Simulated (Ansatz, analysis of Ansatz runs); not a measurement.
## BaMg2Sb2(101): segregation of Ca_Mg

How does the energy of Ca_Mg change with depth under the (101) face of BaMg2Sb2? Model: a cell of 40 host atoms with 1 Mg taken out and 1 Ca put in, a symmetric slab with vacuum.

Main program and level: Ansatz 0.2.0; plane-wave PAW DFT, PBEsol and LDA; a slab with vacuum, neutral defects.

Most raw output is cut from this account.

### 1. Set-up

The cell holds 40 atoms: 8 Ba, 15 Mg, 16 Sb and 1 Ca. Cell: a = 9.597 Å, b = 9.506 Å, c = 27.000 Å, α = 90.0°, β = 90.0°, γ = 75.4°. It derives from BaMg2Sb2 (space group P-3m1), repeated 2×1×1. Vacuum lies along c. Nearest the centre at fractional (0.577, -0.057, 0.693): Ca30 at 0.00 Å, Sb38 at 2.71 Å, Sb40 at 2.83 Å, Sb20 at 2.83 Å, Mg12 at 3.13 Å, Mg32 at 3.13 Å, Ba24 at 4.03 Å, Mg9 at 4.14 Å.

Coordinates:

```xyz
40
Lattice="9.5971 0.0000 0.0000 2.3993 9.1982 0.0000 0.0000 0.0000 27.0000" Properties=species:S:1:pos:R:3
Ba    5.4002    8.8278   11.7240
Ba    3.0004    6.7309    8.1531
Ba    3.0016    3.6791   18.8519
Ba    0.6017    1.5828   15.2810
Mg    5.4004    3.7314    7.9831
Mg    3.0002    5.5060   11.8819
Mg    3.0014    1.7410    8.2915
Mg    5.4005    2.9895   11.4308
Mg    5.4001    7.4205   15.5750
Mg    0.6011   -0.5283   18.7155
Mg    3.0012    4.9042   15.1226
Mg    5.3999    6.6788   19.0222
Sb    0.6022    0.8323    9.4882
Sb    3.0010    2.8668   13.0660
Sb    3.0019    3.8054    6.5332
Sb    5.3997    5.6589   10.2649
Sb    5.4007    4.7509   16.7400
Sb    3.0006    6.6039   20.4716
Sb    3.0006    7.5436   13.9390
Sb    3.0001    0.3793   17.5167
Ba   10.1990    8.8275   11.7242
Ba    7.7986    6.7315    8.1537
Ba    7.8004    3.6793   18.8519
Ba    5.4001    1.5826   15.2811
Mg   10.1990    3.7316    7.9806
Mg    7.7993    5.5058   11.8821
Mg    7.8001    1.7413    8.2903
Mg   10.1987    2.9894   11.4296
Mg   10.1987    7.4209   15.5752
Ca    5.3996   -0.5283   18.7147
Mg    7.8002    4.9044   15.1226
Mg   10.1984    6.6791   19.0227
Sb    5.4013    0.8330    9.4888
Sb    7.8000    2.8666   13.0661
Sb    7.7992    3.8065    6.5330
Sb   10.1982    5.6586   10.2641
Sb   10.1994    4.7513   16.7403
Sb    7.7989    6.6043   20.4713
Sb    7.7993    7.5438   13.9389
Sb    7.7989    0.3797   17.5169
```

The cell's shortest repeat is 9.5 Å.

### 2. The clean slab

The slab is cut stoichiometric, symmetric and without a dipole, at the in-plane lattice of the database's bulk structure, and all its atoms relax. Miller indices refer to pymatgen's conventional standard cell, whose axes can be ordered otherwise than in the space-group symbol.

Input file slab/input.yaml:

```yaml
crystal:
  lattice:
    - [4.798539, 0.0, 0.0]
    - [2.39927, 9.198171, 0.0]
    - [0.0, 0.0, 27.0]
  atoms:
    - { symbol: Ba, position: [0.6427975, 0.964405, 0.4313452] }
    - { symbol: Ba, position: [0.2448553, 0.7602893, 0.2940356] }
    - { symbol: Ba, position: [0.4386818, 0.3726365, 0.7059644] }
    - { symbol: Ba, position: [0.0407396, 0.1685208, 0.5686548] }
    - { symbol: Mg, position: [0.9287627, 0.3924746, 0.2999845] }
    - { symbol: Mg, position: [0.3267048, 0.5965904, 0.4372941] }
    - { symbol: Mg, position: [0.560948, 0.128104, 0.2880867] }
    - { symbol: Mg, position: [0.9588901, 0.3322197, 0.4253963] }
    - { symbol: Mg, position: [0.724647, 0.8007061, 0.5746037] }
    - { symbol: Mg, position: [0.1225891, 0.0048218, 0.7119133] }
    - { symbol: Mg, position: [0.3568323, 0.5363354, 0.5627059] }
    - { symbol: Mg, position: [0.7547744, 0.7404512, 0.7000155] }
    - { symbol: Sb, position: [0.0695744, 0.1108513, 0.3485714] }
    - { symbol: Sb, position: [0.4675165, 0.314967, 0.485881] }
    - { symbol: Sb, position: [0.4201363, 0.4097274, 0.2394998] }
    - { symbol: Sb, position: [0.8180785, 0.6138431, 0.3768094] }
    - { symbol: Sb, position: [0.8654586, 0.5190827, 0.6231906] }
    - { symbol: Sb, position: [0.2634008, 0.7231984, 0.7605002] }
    - { symbol: Sb, position: [0.2160206, 0.8179588, 0.514119] }
    - { symbol: Sb, position: [0.6139627, 0.0220745, 0.6514286] }
basis:
  ecutwfc: 420
  xc_grid: 2
hamiltonian:
  xc: pbesol
kpoints:
  mp_grid: { grid: [2, 2, 1] }
scf:
  occupations: { method: fermi_dirac, width: 0.01 }
  max_iter: 100
relax:
  f_tol: 0.01
  max_steps: 100
  random_displacement: { amplitude: 0.03, seed: 4425 }
output:
  forces: true
  eigenvalues: true
```

Command:

```
$ ansatz run input.yaml --threads 8 --pin off --max-ram 18841MiB --backend cpu --events-out ev --progress --plain --runs-dir out
```

It took 60 s on 8 threads of Arm Neoverse V1, shared host; peak memory 3.2 GiB.

Relaxation path:

```tsv
step	energy less that of the first step (eV)	largest force component (eV/Å)
1	0.0000	1.0281
2	-0.8179	0.6070
3	-1.1541	0.3575
4	-1.2437	0.1947
5	-1.2867	0.0566
6	-1.2802	0.1450
7	-1.2961	0.0128
8	-1.2963	0.0038
```

Relaxation step 6 was tried and not accepted.

The atoms that moved most (Å, from the sites as typed, ahead of the random displacement, the mean shift of all atoms taken out):

```tsv
atom	dx	dy	dz	length
Mg10	0.000	-0.526	-0.571	0.776
Mg7	0.000	0.525	0.571	0.776
Ba3	0.000	0.281	-0.265	0.387
Ba2	0.000	-0.281	0.265	0.386
Sb20	0.000	0.201	-0.144	0.247
Sb13	0.000	-0.201	0.144	0.247
Sb15	0.000	0.007	0.165	0.165
Sb18	0.000	-0.007	-0.164	0.165
```

Final coordinates:

```xyz
20
Lattice="4.7985 0.0000 0.0000 2.3993 9.1982 0.0000 0.0000 0.0000 27.0000" Properties=species:S:1:pos:R:3
Ba    5.4002    8.8265   11.7452
Ba    3.0009    6.7069    8.2064
Ba    3.0010    3.7035   18.7983
Ba    0.6018    1.5841   15.2595
Mg    5.4000    3.6878    8.0506
Mg    3.0010    5.5014   11.8913
Mg    3.0008    1.6985    8.3518
Mg    5.4002    2.9919   11.4404
Mg    5.4004    7.4184   15.5649
Mg    0.6017   -0.4867   18.6531
Mg    3.0011    4.9089   15.1138
Mg    5.4002    6.7223   18.9545
Sb    0.6015    0.8135    9.5580
Sb    3.0010    2.8724   13.0687
Sb    3.0007    3.7700    6.6336
Sb    5.4002    5.6560   10.2642
Sb    5.4003    4.7542   16.7407
Sb    3.0009    6.6403   20.3715
Sb    3.0011    7.5381   13.9367
Sb    3.0010    0.3988   17.4470
```

With the common shift taken out, atoms move by up to 0.78 Å from the bulk-cut sites, and by up to 0.57 Å along the normal.

On a dense mesh the slab's energy differs by 65 meV an atom, so the supercells take one more k-point along each vector.

### 3. Does the supercell reconstruct?

The clean supercell is relaxed from displaced atoms, since a reconstruction that only the larger cell allows would otherwise be counted to the defect.

Input file pristine.relax/input.yaml:

```yaml
crystal:
  lattice:
    - [9.597078, 0.0, 0.0]
    - [2.39927, 9.198171, 0.0]
    - [0.0, 0.0, 27.0]
  atoms:
    - { symbol: Ba, position: [0.32279493, 0.95959782, 0.43500772] }
    - { symbol: Ba, position: [0.13039824, 0.72915478, 0.30394154] }
    - { symbol: Ba, position: [0.21204062, 0.40262912, 0.69623441] }
    - { symbol: Ba, position: [0.01964983, 0.17221529, 0.56516804] }
[... 30 atom lines left out ...]
    - { symbol: Sb, position: [0.71019783, 0.40986668, 0.24568921] }
    - { symbol: Sb, position: [0.90896951, 0.61490674, 0.38015539] }
    - { symbol: Sb, position: [0.93348798, 0.51686799, 0.62002581] }
    - { symbol: Sb, position: [0.63221362, 0.72191536, 0.7545014] }
    - { symbol: Sb, position: [0.60782682, 0.81952111, 0.51617342] }
    - { symbol: Sb, position: [0.80186254, 0.04335633, 0.64618547] }
basis:
  ecutwfc: 420
  xc_grid: 2
hamiltonian:
  xc: pbesol
kpoints:
  mp_grid: { grid: [2, 3, 1] }
scf:
  occupations: { method: fermi_dirac, width: 0.01 }
  max_iter: 100
output:
  forces: true
relax:
  f_tol: 0.015
  max_steps: 80
  random_displacement: { amplitude: 0.05, seed: 4434 }
```

The job ended after 3.6 min (8 threads; peak memory 9.1 GiB; 28 min of CPU time).

Atoms end at most 0.11 Å from the small cell's positions, with the small cell's period kept: the change of k-points moves them, and the defects are built on these positions.

### 4. The defect, layer by layer

Each layer's defect is relaxed from random displacements. Layer 1 is shown in full.

Input file layer1_M0.relax/input.yaml:

```yaml
crystal:
  lattice:
    - [9.597078, 0.0, 0.0]
    - [2.39927, 9.198171, 0.0]
    - [0.0, 0.0, 27.0]
  atoms:
    - { symbol: Ba, position: [0.32275524, 0.95973636, 0.43422167] }
    - { symbol: Ba, position: [0.12969609, 0.7317608, 0.30196835] }
    - { symbol: Ba, position: [0.21276625, 0.39998496, 0.69821936] }
    - { symbol: Ba, position: [0.019677, 0.17207372, 0.56596245] }
    - { symbol: Mg, position: [0.46129552, 0.40567168, 0.29567091] }
    - { symbol: Mg, position: [0.16296665, 0.59860264, 0.44007124] }
    - { symbol: Mg, position: [0.26542064, 0.18927751, 0.30709251] }
    - { symbol: Mg, position: [0.48147477, 0.32501343, 0.42336382] }
[... 28 atom lines left out ...]
    - { symbol: Sb, position: [0.93361931, 0.51654988, 0.62000955] }
    - { symbol: Sb, position: [0.63313475, 0.71800058, 0.75819789] }
    - { symbol: Sb, position: [0.60763823, 0.82013888, 0.51625427] }
    - { symbol: Sb, position: [0.80231315, 0.04128178, 0.64877586] }
basis:
  ecutwfc: 420
  xc_grid: 2
hamiltonian:
  xc: pbesol
kpoints:
  mp_grid: { grid: [2, 3, 1] }
scf:
  occupations: { method: fermi_dirac, width: 0.01 }
  max_iter: 80
output:
  forces: true
relax:
  f_tol: 0.03
  max_steps: 90
  random_displacement: { amplitude: 0.05, seed: 4426 }
```

Elapsed: 5.1 min, on 8 threads; peak memory 9.2 GiB.

Step by step:

```tsv
step	energy less that of the first step (eV)	largest force component (eV/Å)
1	0.0000	1.4097
2	-0.5248	0.4047
3	-0.6439	0.2805
4	-0.7177	0.2236
5	-0.7660	0.1466
6	-0.7809	0.0327
7	-0.7817	0.0081
```

The atoms that moved most (Å, from the sites as typed, ahead of the random displacement, the mean shift of all atoms taken out):

```tsv
atom	dx	dy	dz	length
Ca30	-0.009	0.391	0.730	0.828
Sb38	0.005	-0.243	0.051	0.249
Ba23	0.051	-0.056	-0.116	0.139
Ba3	-0.042	0.054	-0.065	0.094
Sb37	0.002	0.016	-0.075	0.077
Sb40	-0.028	-0.055	0.039	0.073
Mg32	-0.045	0.005	-0.054	0.071
Sb20	0.020	-0.003	0.056	0.059
```

The relaxed structure:

```xyz
40
Lattice="9.5971 0.0000 0.0000 2.3993 9.1982 0.0000 0.0000 0.0000 27.0000" Properties=species:S:1:pos:R:3
Ba    5.4042    8.8241   11.7026
Ba    3.0051    6.7217    8.1409
Ba    2.9655    3.7295   18.7867
Ba    0.6109    1.5590   15.2896
Mg    5.4049    3.7223    7.9693
Mg    3.0073    5.5019   11.8744
Mg    3.0075    1.7243    8.2608
Mg    5.4052    2.9754   11.4182
Mg    5.4216    7.4318   15.5923
Mg    0.6111   -0.5207   18.6887
Mg    3.0217    4.9097   15.0862
Mg    5.4442    6.6526   19.0007
Sb    0.6078    0.8271    9.4664
Sb    3.0071    2.8544   13.0546
Sb    3.0064    3.8010    6.5165
Sb    5.4035    5.6478   10.2522
Sb    5.4094    4.7442   16.7069
Sb    2.9953    6.6046   20.4228
Sb    3.0152    7.5541   13.9310
Sb    3.0252    0.3726   17.5729
Ba   10.2064    8.8221   11.7062
Ba    7.8048    6.7227    8.1418
Ba    7.8572    3.6201   18.7360
Ba    5.4005    1.5650   15.2762
Mg   10.2060    3.7216    7.9713
Mg    7.8032    5.4956   11.8653
Mg    7.8052    1.7287    8.2672
Mg   10.2045    2.9761   11.4207
Mg   10.1907    7.4280   15.5515
Ca    5.3963   -0.1405   19.4448
Mg    7.7948    4.9082   15.0790
Mg   10.1589    6.6805   18.9689
Sb    5.4067    0.8256    9.4666
Sb    7.8044    2.8498   13.0538
Sb    7.8062    3.8021    6.5196
Sb   10.2054    5.6482   10.2549
Sb   10.2064    4.7636   16.6656
Sb    7.8093    6.3576   20.5230
Sb    7.7970    7.5485   13.9093
Sb    7.7760    0.3217   17.5557
```

Neighbours of Ca30 at the end:

```tsv
atom	distance (Å)
Sb38	2.907
Sb20	3.064
Sb40	3.073
Mg32	3.386
Mg12	3.393
Ba24	4.504
Ba23	4.550
Ba3	4.617
```

All relaxations:

```tsv
layer	depth (Å)	moment (μB)	outcome	structures computed	largest displacement from the input (Å)	time
1	1.76	0	converged	7	0.83	5.1 min
2	4.90	0	converged	5	0.24	3.4 min
```

The relaxation ends 20 meV an atom lower than the displaced start, with a largest force component of 0.0081 eV/Å.

### 5. Energies and states

Single points on the relaxed structures give the energies, all at one sampling, and show where the defect's states lie.

Input file layer2_M0.point.pbesol/input.yaml:

```yaml
crystal:
  lattice:
    - [9.597078, 0.0, 0.0]
    - [2.39927, 9.198171, 0.0]
    - [0.0, 0.0, 27.0]
  atoms:
    - { symbol: Ba, position: [0.32246396, 0.95864788, 0.43242673] }
    - { symbol: Ba, position: [0.13072258, 0.72907245, 0.3007532] }
[... 6 atom lines left out ...]
    - { symbol: Ca, position: [0.36019497, 0.80762013, 0.58110852] }
[... 7 atom lines left out ...]
    - { symbol: Sb, position: [0.4368316, 0.50387562, 0.62336259] }
[... 1 atom line left out ...]
    - { symbol: Sb, position: [0.10209696, 0.81799329, 0.51432711] }
    - { symbol: Sb, position: [0.29732149, 0.06148575, 0.65429712] }
[... 10 atom lines left out ...]
    - { symbol: Mg, position: [0.68046521, 0.53138422, 0.56040718] }
[... 7 atom lines left out ...]
    - { symbol: Sb, position: [0.61351018, 0.81805372, 0.51411228] }
    - { symbol: Sb, position: [0.80257507, 0.03882822, 0.64934781] }
basis:
  ecutwfc: 420
  xc_grid: 2
hamiltonian:
  xc: pbesol
kpoints:
  mp_grid: { grid: [2, 3, 1] }
scf:
  occupations: { method: fermi_dirac, width: 0.01 }
  max_iter: 80
output:
  forces: true
  eigenvalues: true
  eigenstates: { localisation: true }
  populations: true
checkpoint:
  write: "../layer2_M0.point.pbesol.run"
  compress: false
  write_wavefunctions: false
  write_every: 100000
```

It took 90 s on 8 threads; peak memory 9.3 GiB; 12 min of CPU time.

States next to the filling edge at the first k-point, on the run's own zero (eigenstates.tsv). The participation number counts the atoms that a state is spread over, of 40; bands count from 0.

```tsv
spin	band	energy (eV)	occupation	participation	largest share on	share
both	234	1.353	2.00	12.2	Sb18	0.22
both	235	1.419	2.00	9.9	Sb15	0.21
both	236	1.460	2.00	8.2	Sb35	0.29
both	237	1.506	2.00	9.0	Sb15	0.24
both	238	1.626	2.00	9.1	Sb18	0.19
both	239	1.693	2.00	10.8	Sb35	0.18
both	240	2.690	0.00	23.7	Ba1	0.09
both	241	2.699	0.00	26.3	Ba1	0.07
both	242	2.713	0.00	30.9	Ba21	0.06
both	243	2.772	0.00	29.3	Ba4	0.06
both	244	2.919	0.00	27.2	Ba2	0.07
```

Under PBEsol, periodic cell with vacuum at the first k-point of a 2×3×1 Γ-centred mesh, the highest filled state is spread over 11 of 40 atoms, and the lowest empty one, 1.00 eV above it, is spread over 24 of 40 atoms.

Löwdin populations of the atoms near the centre, and their excess over far atoms of the same element, which can also hold differences between inequivalent host sites (the log counts sites from 0):

```tsv
atom	distance from the centre (Å)	electrons	excess
Ca9	0.12	8.563	-
Sb39	2.98	16.718	0.085
Sb19	2.98	16.718	0.085
Sb17	3.06	16.700	0.067
Sb20	3.14	16.714	0.082
Mg31	3.52	8.743	-0.031
Mg11	3.53	8.743	-0.030
Mg12	3.66	8.820	0.046
```

Against the clean slab and Mg (hcp) and Ca (fcc):

```tsv
layer	depth (Å)	total moment (μB)	formation energy (eV)	against the deepest layer (eV)
1	1.76	0	-0.49	0.18
2	4.90	0	-0.67	0.00
```

### 6. The same structures under LDA

LDA on the same structures tests whether the order of the layers belongs to the functional.

layer2_M0.point.lda/input.yaml, as its differences from layer2_M0.point.pbesol/input.yaml of step 5:

```diff
@@ -24,3 +24,3 @@
 hamiltonian:
-  xc: pbesol
+  xc: lda
 kpoints:
@@ -36,3 +36,3 @@
 checkpoint:
-  write: "../layer2_M0.point.pbesol.run"
+  write: "../layer2_M0.point.lda.run"
   compress: false
```

The job ended after 94 s (8 threads; peak memory 9.1 GiB; 12 min of CPU time).

Against the clean slab and Mg (hcp) and Ca (fcc):

```tsv
layer	depth (Å)	total moment (μB)	formation energy (eV)	against the deepest layer (eV)
1	1.76	0	-0.54	0.20
2	4.90	0	-0.74	0.00
```

The highest layer obtained now stands +0.20 eV from the deepest, against +0.18 eV before.

### 7. Summary of results

* highest less deepest of the layers obtained (PBEsol): 0.18 eV
* layer of the lowest energy (PBEsol): 2
* highest less deepest of the layers obtained (LDA): 0.20 eV
* layer of the lowest energy (LDA): 2

In words: Under PBEsol Ca_Mg is 0.18 eV higher in layer 1 than in layer 2, 4.9 Å down; that highest site lies 1.8 Å under the top atoms, so the outermost plane isn't tested. The functionals give the same layer as lowest. The clean slab's gap at this sampling is 0.81 eV. Limits: neutral states alone; one site a layer, which need not be the same crystallographic site in every layer, at most four layers; one defect on one side of the slab, 9.5 Å from its images and with no dipole correction; the deepest layer of so thin a slab is not yet bulk, and the thickness was not varied; the in-plane lattice is the database's, not relaxed here; no adsorbates, no temperature.

[Logs are printed without paths, hosts, clocks, repeated set-up lines and the standing remarks that a program may print on its own settings, such as how far it seeks lower states.]

[Hosts, paths, dates, database ids (printed as entryN), source tags and the programs' standing remarks are cut or masked in the printed files.]

[Maps of the electrostatic potential energy from Ansatz leave out the sawtooth potential of an applied field or a dipole correction, so their vacuum need not be flat.]
